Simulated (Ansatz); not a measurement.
# Iridium, fcc under PBE: how the Fermi-Dirac smearing moves the result

Aim: find which Fermi-Dirac smearing width is enough for energy and pressure. The geometry was relaxed under PBE beforehand and stays fixed; 6 values are run, from 0.01 to 1.0 eV. Wanted are the values from which on the energy stays within 10 and 1 meV/atom, and the pressure within 0.5 GPa, of the narrowest run. Within the series other settings stay, but some runs also write fields, which adds to their time. Spin polarisation is left out.

Program: Ansatz 0.2.0. Level of theory: DFT PBE, plane waves with PAW, scalar-relativistic. These are calculated values, not measurements.

### Step 1. The starting structure

It takes space group Fm-3m (No. 225, cubic). Conventional cell: a = 3.872 Å, b = 3.872 Å, c = 3.872 Å, α = 90.00°, β = 90.00°, γ = 90.00°. Around Ir (site symmetry m-3m) lie 12 Ir at 2.74 Å.

As a file:

```xyz
1
Lattice="0.0000 1.9361 1.9361 1.9361 0.0000 1.9361 1.9361 1.9361 0.0000" Properties=species:S:1:pos:R:3 pbc="T T T"
Ir    0.0000    0.0000    0.0000
```

### Step 2. Run at 0.01 eV

The run at 0.01 eV.

The input, input.yaml:

```yaml
crystal:
  lattice:
    - [0.0, 1.9360622002, 1.9360622002]
    - [1.9360622002, 0.0, 1.9360622002]
    - [1.9360622002, 1.9360622002, 0.0]
  atoms:
    - { symbol: Ir, position: [0.0, 0.0, 0.0] }
hamiltonian:
  xc: pbe
  pseudopotentials:
    kind: paw
    azcp:
      Ir: "pseudopotentials/Ir.paw.azcp"
basis:
  ecutwfc: 420
  fft_grid_basis: typed
kpoints:
  mp_grid: { grid: [14, 14, 14], shift: [0, 0, 0] }
magnetization:
  spin_polarized: false
scf:
  occupations: { method: fermi_dirac, width: 0.01 }
  lower_state_search: "off"
output:
  stress: true
```

Command:

```
$ ansatz run input.yaml --threads 1 --pin off --max-ram 3584MiB --backend cpu --events-out ev --progress --plain --runs-dir out
```

### Step 3. Run at 0.03 eV

The run at 0.03 eV.

input.yaml: that of step 2 with these lines changed.

```diff
@@ -21,3 +21,3 @@
 scf:
-  occupations: { method: fermi_dirac, width: 0.01 }
+  occupations: { method: fermi_dirac, width: 0.03 }
   lower_state_search: "off"
```

### Step 4. Run at 0.2 eV

The run at 0.2 eV.

input.yaml: that of step 3 with these lines changed.

```diff
@@ -21,3 +21,3 @@
 scf:
-  occupations: { method: fermi_dirac, width: 0.03 }
+  occupations: { method: fermi_dirac, width: 0.2 }
   lower_state_search: "off"
@@ -25 +25,5 @@
   stress: true
+  write_density: true
+  write_potential: true
+  elf: true
+  volumetric_format: npy
```

### Step 5. Run at 0.3 eV

The run at 0.3 eV.

input.yaml: that of step 4 with these lines changed.

```diff
@@ -21,3 +21,3 @@
 scf:
-  occupations: { method: fermi_dirac, width: 0.2 }
+  occupations: { method: fermi_dirac, width: 0.3 }
   lower_state_search: "off"
```

### Step 6. Run at 0.6 eV

The run at 0.6 eV.

input.yaml: that of step 5 with these lines changed.

```diff
@@ -21,3 +21,3 @@
 scf:
-  occupations: { method: fermi_dirac, width: 0.3 }
+  occupations: { method: fermi_dirac, width: 0.6 }
   lower_state_search: "off"
@@ -25,5 +25 @@
   stress: true
-  write_density: true
-  write_potential: true
-  elf: true
-  volumetric_format: npy
```

### Step 7. Run at 1.0 eV

The run at 1.0 eV.

input.yaml: that of step 6 with these lines changed.

```diff
@@ -21,3 +21,3 @@
 scf:
-  occupations: { method: fermi_dirac, width: 0.6 }
+  occupations: { method: fermi_dirac, width: 1.0 }
   lower_state_search: "off"
```

(Steps that only read results are left out.)

**Question.** What will these runs give?

As calculated:

| quantity | value |
| --- | --- |
| E(σ → 0) stays within 10 meV/atom of 0.01 eV | up to 0.3 eV |
| E(σ → 0) stays within 1 meV/atom | up to 0.03 eV |
| pressure stays within 0.5 GPa | up to 0.03 eV |
| pressure at 0.01 eV | -0.22 GPa |
| energy of a separate run on a finer mesh (23×23×23) | -13.5 meV/atom from 0.01 eV |

**Reading.** At 1.0 eV the energy differs by -117.7 meV/atom and the pressure by +24.2 GPa. The free energy F moves by -1584.8 meV/atom over the range, and the estimate for σ → 0 by -117.7. In theory F falls as the square of the width under this scheme, but here the ratio is not steady: the mesh at narrow widths, or a density of states that varies over the wide ones, can both cause that. The mesh (14×14×14) is fixed, so the narrowest widths carry a k-point error of their own. The yardstick itself is unsettled by 13.5 meV/atom against the finer mesh, so the thresholds above hold only within this series, and wider smearing, which averages over more states, can land nearer the fine-mesh value than the narrowest does.
